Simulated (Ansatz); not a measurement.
Write the native input for Ansatz 0.2.0 that does the following.

| Quantity | Value |
| --- | --- |
| Task | relaxation of cell and atoms |
| Functional | PBE |
| Dispersion | D4 |
| Potentials or basis | all-electron LAPW, scalar-relativistic |
| Basis error allowed | 0.001 eV/atom |
| k mesh | 8 × 8 × 8 |
| Occupations | fermi-dirac, width 0.05 eV |
| Spin | no spin polarisation |

Crystal: GaSb.

```
CELL_PARAMETERS angstrom
0.00000 3.05900 3.05900
3.05900 0.00000 3.05900
3.05900 3.05900 0.00000
ATOMIC_POSITIONS crystal
Sb 0.75000 0.75000 0.75000
Ga 0.00000 0.00000 0.00000
```

These files were run (other wordings do the same):

input.yaml

```yaml
crystal:
  lattice:
    - [0.0, 3.059, 3.059]
    - [3.059, 0.0, 3.059]
    - [3.059, 3.059, 0.0]
  atoms:
    - { symbol: Sb, position: [0.75, 0.75, 0.75] }
    - { symbol: Ga, position: [0.0, 0.0, 0.0] }
kpoints:
  mp_grid: { grid: [8, 8, 8] }
scf:
  occupations: { method: fermi_dirac, width: 0.05 }
hamiltonian:
  xc: pbe
  dispersion: d4
  pseudopotentials: { kind: all_electron, lapw: { basis_error: 0.001 } }
output:
  forces: true
  stress: true
relax:
  f_tol: 0.005
  max_steps: 60
  cell: {}
```

Potentials or basis: all-electron LAPW, scalar-relativistic.

Run with:

```bash
$ ansatz run input.yaml --threads 1 --pin off --max-ram 3072MiB --backend cpu --events-out ev --progress --plain --runs-dir out
```

It gave:

| Quantity | Value |
| --- | --- |
| Relaxed volume | 28.50 Å³/atom |
| Relaxed cell | a = 4.320 Å, b = 4.320 Å, c = 4.320 Å, α = 60.00°, β = 60.00°, γ = 60.00° |
| Space group after relaxing (to 0.05 Å) | F-43m (No. 216) |
| Energy gained by relaxing | 0.0 meV/atom |
| Ionic steps | 3 |
| Pressure after relaxing | 0.0 GPa |

Run time: 67 s on 1 thread of Intel(R) Xeon(R) Processor @ 2.50GHz (Skylake/Cascade Lake) (shared host), peak memory 0.36 GiB.
